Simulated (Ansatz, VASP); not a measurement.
## TiN in VASP and in Ansatz

```
Ti N
1.0
     0.00000    2.10199    2.10199
     2.10199    0.00000    2.10199
     2.10199    2.10199    0.00000
Ti N
1 1
Direct
  0.00000 0.00000 0.00000
  0.50000 0.50000 0.50000
```

Change from the starting cell: volume scaled by 0.97, PAW files.

Alike in both runs: task electric field gradients; functional PBE; k mesh 16 × 16 × 16; occupations fermi-dirac, width 0.03 eV; no spin polarisation.

|  | VASP | Ansatz |
| --- | --- | --- |
| version | VASP 6.6.1 | Ansatz 0.2.0 |
| potentials or method | VASP PAW PBE potentials, release 64 (Ti_sv, N) | PAW with Ansatz's default frozen-core files, scalar-relativistic |
| plane-wave cutoff (eV) | 520 | 420 |
| valence electrons in the cell | 17 | 17 |

VASP gave:

* pressure (GPa): 9.5
* Vzz of the field gradient on the site that differs most (V/Å²): 0.0

Estimate Ansatz's values.

pressure (GPa): 9.0; Vzz of the field gradient on the site that differs most (V/Å²): 0.0.
